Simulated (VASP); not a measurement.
HgTe in VASP 6.6.1, single-point calculation

INCAR

```
TIME = 8
LCHARG = .FALSE.
ALGO = Damped
ENCUT = 520
GGA = PE
PREC = Accurate
NELM = 82
LASPH = .TRUE.
ISIF = 2
EDIFF = 1E-7
NBANDS = 16
IBRION = -1
SIGMA = 0.02
LWAVE = .FALSE.
LREAL = .FALSE.
NSW = 0
ISMEAR = -1
```

KPOINTS

```
KPOINTS created by Atomic Simulation Environment
0
Gamma
8 8 8
0 0 0
```

POSCAR

```
Hg Te
 1.0000000000000000
     0.0000000000000000    3.0434522883094655    3.0434522883094655
     3.0434522883094659    0.0000000000000000    3.0434522883094655
     3.0434522883094659    3.0434522883094655   -0.0000000000000000
 Hg  Te
   1   1
Cartesian
 -0.0000000000000000 -0.0000000000000000  0.0000000000000000
  3.0434522883094655  3.0434522883094659  3.0434522883094663
```

The recommended PBE PAW datasets give the neutral cell 18 valence electrons.

Command

```
mpirun -np 1 vasp_std
```

OSZICAR

```
N       E                     dE             d eps       ncg     rms           ort
DAV:   1     0.164941847893E+03    0.16494E+03   -0.83366E+03   464   0.105E+03
DAV:   2     0.230596942827E+02   -0.14188E+03   -0.12629E+03   464   0.277E+02
DAV:   3    -0.234799506065E+00   -0.23294E+02   -0.22339E+02   464   0.113E+02
DAV:   4    -0.295871962368E+01   -0.27239E+01   -0.26140E+01   464   0.441E+01
DAV:   5    -0.343375548933E+01   -0.47504E+00   -0.46477E+00   464   0.151E+01
SDA:   6    -0.296298824992E+01    0.47077E+00   -0.10536E+02   464   0.132E+01   0.000E+00
DMP:   7     0.626494352902E+02    0.65612E+02   -0.18461E+04   464   0.226E+03  -0.132E+02
DMP:   8     0.935017318438E+03    0.87237E+03   -0.84345E+04   464   0.105E+04  -0.266E+02
DMP:   9     0.418091646635E+03   -0.51693E+03   -0.86467E+04   464   0.107E+04  -0.465E+02
DMP:  10     0.114660917971E+04    0.72852E+03   -0.23210E+05   464   0.287E+04  -0.924E+02
...
DMP:  74     0.281087931681E+03    0.25197E+02   -0.78848E+03   464   0.907E+02  -0.235E+02
DMP:  75     0.233734383941E+03   -0.47354E+02   -0.44346E+03   464   0.480E+02  -0.223E+02
DMP:  76     0.253162915720E+03    0.19429E+02   -0.65018E+03   464   0.730E+02  -0.248E+02
DMP:  77     0.234175341328E+03   -0.18988E+02   -0.55785E+03   464   0.610E+02  -0.263E+02
DMP:  78     0.257961900931E+03    0.23787E+02   -0.76462E+03   464   0.843E+02  -0.338E+02
DMP:  79     0.275289005099E+03    0.17327E+02   -0.79390E+03   464   0.875E+02  -0.351E+02
DMP:  80     0.301913956670E+03    0.26625E+02   -0.98984E+03   464   0.110E+03  -0.423E+02
DMP:  81     0.299612046420E+03   -0.23019E+01   -0.88389E+03   464   0.969E+02  -0.408E+02
DMP:  82     0.351698343166E+03    0.52086E+02   -0.11461E+04   464   0.127E+03  -0.479E+02
   1 F= 0.35169834E+03 E0= 0.35169834E+03  d E =0.000000E+00
```

Standard output (part)

```
POSCAR found type information on POSCAR HgTe
 POSCAR found :  2 types and       2 ions
 LDA part: xc-table for (Slater+PW92), standard interpolation
 POSCAR, INCAR and KPOINTS ok, starting setup
 WAVECAR not read
 entering main loop
 final diagonalization occupied
|     The electronic self-consistency was not achieved in the given           |
|     number of steps (NELM). The forces and other quantities evaluated       |
|     might not be reliable so examine the results carefully. If you find     |
|     spurious results, we suggest increasing NELM, if you were close to      |
|     convergence or switching to a different ALGO or adjusting the           |
|     density mixing parameters otherwise.                                    |
```

It didn't converge.

Problem. Find the fault in these files.

Solution. Damping step far too long. It didn't converge.
